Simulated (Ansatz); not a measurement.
The system is Al.

```xyz
1
Lattice="0.0000 2.0248 2.0248 2.0248 0.0000 2.0248 2.0248 2.0248 0.0000" Properties=species:S:1:pos:R:3 pbc="T T T"
Al    0.0000    0.0000    0.0000
```

Base run:

```yaml
Program: Ansatz 0.2.0
Functional: LDA
Potentials_or_basis: Ansatz PAW
Cutoff: "420 eV (not typed: the program's choice for these potentials)"
k_mesh: 11 × 11 × 11
Occupations: fermi-dirac, width 0.05 eV
Spin: no spin polarisation
```

Its results: band gap on the k mesh none (metal or under the smearing width); pressure -3.7 GPa.

Problem. The run is repeated on the same cell with these changes: functional from LDA to PBEsol. What comes out?

Solution. Band gap on the k mesh none (metal or under the smearing width); pressure -1.9 GPa.

PBEsol binds less tightly than LDA, so the same cell stands under more pressure.

Caveats: the PAW data sets come from PBE, with cores solved anew for the run's functional, which leaves a small shift of forces and pressure.
